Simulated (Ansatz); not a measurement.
## Br in Ansatz: the effect of target pressure

The system is Br.

```
Br
1.0
     3.36325   -2.32255    0.00000
     3.36325    2.32255    0.00000
     0.00000    0.00000    8.70230
Br
4
Direct
  0.36510 0.63490 0.39010
  0.13490 0.86510 0.89010
  0.63490 0.36510 0.60990
  0.86510 0.13490 0.10990
```

Alike in all runs:

* Program: Ansatz 0.2.0
* Task: relaxation of cell and atoms
* Functional: PBE
* Potentials or basis: Ansatz PAW
* Cutoff: 420 eV (not typed: the program's choice for these potentials)
* k mesh: 7 × 7 × 3
* Occupations: fermi-dirac, width 0.05 eV
* Spin: no spin polarisation

Each run relaxes the cell or the atoms first.

Question: One run gave: relaxed volume 20.60 Å³/atom; gap on the mesh 0.77 eV. Which target pressure did it use?
A. 2 GPa
B. 20 GPa
C. 5 GPa
D. 10 GPa
E. 30 GPa

Answer: B.

```tsv
target pressure	relaxed volume (Å³/atom)	gap on the mesh (eV)
0 GPa	40.19	1.37
2 GPa	29.87	1.30
5 GPa	26.36	1.19
10 GPa	23.51	1.05
20 GPa	20.60	0.77
30 GPa	18.90	0.52
```

Caveats: odd divisions of the mesh miss points on the zone boundary, where band edges often lie, so the gap on the mesh can be too wide; the plane-wave basis is chosen anew once the cell has moved, so the energies of steps on either side of that aren't comparable; the volume moved by over 15 % at a fixed basis, so the end points are rough (some runs).

A k mesh can miss the band edges.
